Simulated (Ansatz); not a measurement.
SrF2:
```xyz
3
Lattice="0.0000 2.8315 2.8315 2.8315 0.0000 2.8315 2.8315 2.8315 0.0000" Properties=species:S:1:pos:R:3 pbc="T T T"
Sr     0.0000     0.0000     0.0000
F      1.4158     1.4158     1.4158
F      4.2473     4.2473     4.2473
```

Relaxed with LDA. Special points in fractions of this cell's reciprocal vectors: Γ (0.000, 0.000, 0.000); X (0.500, 0.000, 0.500); U (0.625, 0.250, 0.625); K (0.375, 0.375, 0.750); L (0.500, 0.500, 0.500); W (0.500, 0.250, 0.750).

**Question.** List the band energies nearest the valence-band maximum at these points for the program Ansatz at the LDA level (PAW).

**Answer.** In eV from the valence-band maximum; about four levels below and three above (degenerate sets whole), none deeper than 8.9 eV; points with the same levels are listed once.

```tsv
k	below	above
Γ	-1.94 -1.94 -1.94 -0.09 -0.09 -0.09	6.96 10.27 10.27
X	-0.93 -0.93 -0.32 -0.32 0.00	8.09 10.55 11.99
U	-0.88 -0.58 -0.24 -0.09	8.38 10.80 11.22
L	-0.99 -0.76 -0.43 -0.43	10.19 10.41 10.41
W	-0.65 -0.65 -0.24 -0.08	8.42 11.10 11.21 11.21
```

Space group Fm-3m (fluorite). The cell was relaxed with LDA under the symmetry of its start; phonons on a q-mesh show no instability. Scalar-relativistic: spin–orbit coupling is off unless named, which matters more the heavier the elements.

Potentials: the later of the program's two PAW sets.
